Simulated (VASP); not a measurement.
Wanted: the native input for a VASP 6.6.1 run.

* Task: band structure
* Functional: PBE
* Dispersion: D3(BJ)
* Potentials or basis: VASP PAW PBE potentials, release 64 (S, W_sv)
* Cutoff: 520 eV
* k mesh: 6 × 6 × 1
* Occupations: gaussian, width 0.03 eV
* Spin: no spin polarisation
* Dipole correction: yes
* Further INCAR settings: ALGO = Fast; EDIFF = 1e-07; NBANDS = 35

The structure of WS2 lies in POSCAR:

```
WS2                                     
1.0
    3.1569157002      0.0000000000      0.0000000000
   -1.5784578502      2.7339691901      0.0000000000
    0.0000000000      0.0000000000     27.3750000000
  S               W             
     4     2
Direct
     0.3333333300000021    0.6666666699999979    0.3313428986672218
     0.3333333300000021    0.6666666699999979    0.4464617994737156
     0.6666666699999979    0.3333333300000021    0.5535382005262846
     0.6666666699999979    0.3333333300000021    0.6686571013327782
     0.6666666699999979    0.3333333300000021    0.3889361809795308
     0.3333333300000021    0.6666666699999979    0.6110638190204694
```

These files were run (other wordings do the same):

INCAR

```
  ALGO = Fast
  DIPOL = 0.5 0.5 0.500
  EDIFF = 1E-7
  ENCUT = 520
  GGA = PE
  IDIPOL = 3
  ISIF = 2
  ISMEAR = 0
  IVDW = 12
  KPAR = 4
  LASPH = True
  LCHARG = False
  LDIPOL = True
  LMAXMIX = 4
  LREAL = False
  LVACPOTAV = True
  LVHAR = True
  LWAVE = False
  NBANDS = 35
  NELM = 80
  PREC = Accurate
  SIGMA = 0.03
```

KPOINTS

```
k-points
0
Gamma
  6 6 1
```

KPOINTS_OPT

```
explicit points
3
Reciprocal
 0.0000000000  0.0000000000  0.0000000000 1
 0.5000000000  0.0000000000  0.0000000000 1
 0.3333333300  0.3333333300  0.0000000000 1
```

Potentials or basis: VASP PAW PBE potentials, release 64 (S, W_sv).

The run is started by

```console
$ cat potpaw_PBE.64/S/POTCAR potpaw_PBE.64/W_sv/POTCAR > POTCAR
$ mpirun -np 4 vasp_std > vasp.out
```

Results of the run:

The largest force is 0.003 eV/Å. The band gap on the k mesh is 1.37 eV, indirect (least direct gap 1.88 eV), the band gap along the path is 1.53 eV, indirect (least direct gap 1.88 eV) and the dispersion energy per atom is -0.370 eV. The ionisation potential of the upper face is 5.25 eV.

Caveat: spin-orbit coupling is left out, which moves the levels of the heavy elements.

Wall time 32 s on 4 MPI ranks on Intel(R) Xeon(R) 6975P-C (Granite Rapids), on a shared host, peak memory 0.4 GiB a rank.
